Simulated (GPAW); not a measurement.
Here is a GPAW 26.7.0 calculation.

Contents of run.py:

```python
from ase.dft.bandgap import bandgap
from ase.io import read, write
from ase.units import GPa
from gpaw import GPAW, PW

atoms = read('POSCAR')

calc = GPAW(mode=PW(800),
            xc='PBE',
            kpts={'size': (10, 10, 10), 'gamma': True},
            occupations={'name': 'methfessel-paxton', 'order': 0, 'width': 0.025},
            nbands=19,
            convergence={'density': 1e-05, 'energy': 1e-05},
            maxiter=150,
            txt='gpaw.txt')
atoms.calc = calc
energy = atoms.get_potential_energy()
forces = atoms.get_forces()
stress = atoms.get_stress()
calc.write('gs.gpw')
write('result.traj', atoms)
print(f'Energy: {energy:.6f} eV')
print('Forces (eV/A):')
print(forces.round(4))
print('Stress (GPa):', (stress / GPa).round(3))
print('Fermi level:', round(calc.get_fermi_level(), 4), 'eV')
print(f'Gap: {bandgap(calc)[0]:.4f} eV, direct: {bandgap(calc, direct=True)[0]:.4f} eV')
```

POSCAR

```
ZrN
1.0
    0.0000000000      2.3000000000      2.3000000000
    2.3000000000      0.0000000000      2.3000000000
    2.3000000000      2.3000000000      0.0000000000
Zr N
1 1
Direct
    0.5000000000      0.5000000000      0.5000000000
    0.0000000000      0.0000000000      0.0000000000
```

Potentials or basis: GPAW PAW data sets (gpaw-data 1.2.1), pw.

Run with:

```bash
$ OMP_NUM_THREADS=1 python run.py
```

(1) What does it give for the pressure?

(2) What does it give for the band gap on the k mesh?

Results:

(1) -2.8 GPa.

(2) none (metal or under the smearing width).
